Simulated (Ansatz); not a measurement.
One crystal and one scan (frozen-phonon scan) at two levels, PBE (plane waves to 420 eV, PAW, scalar-relativistic; Ansatz, a program for electronic structure) and r2SCAN (plane waves to 500 eV, PAW, scalar-relativistic; Ansatz), each from its own relaxed cell and on its own mesh.

The crystal is SrF2 (fluorite); a phonon pattern at X = (0.5, 0.5, 0.0) is frozen into a 6-atom cell, Q being the largest atomic displacement.

SrF2 was relaxed with its symmetry unable to fall.

| quantity | run 1 | run 2 |
|---|---|---|
| Lattice constant a (Å) | 5.857 | 5.791 |
| Band gap of the relaxed cell, no spin-orbit coupling (eV) | 6.78 | 7.60 |
| Harmonic wavenumber from the curvature (finite differences) (cm⁻¹ (negative: imaginary)) | 340 | 355 |

Q: Which run is which level?

A: Run 1 is PBE, run 2 is r2SCAN. PBE gives the higher value for: lattice constant a. PBE gives the lower value for: band gap of the relaxed cell, no spin-orbit coupling; harmonic wavenumber from the curvature. Both give the same shape of the curve: a single well with its minimum at or next to zero displacement. Neither level is exact: the differences show how much the result hangs on the functional.

(A displaced cell: forces are minus the slopes of the energy, force constants its curvatures, and phonons follow from these.)
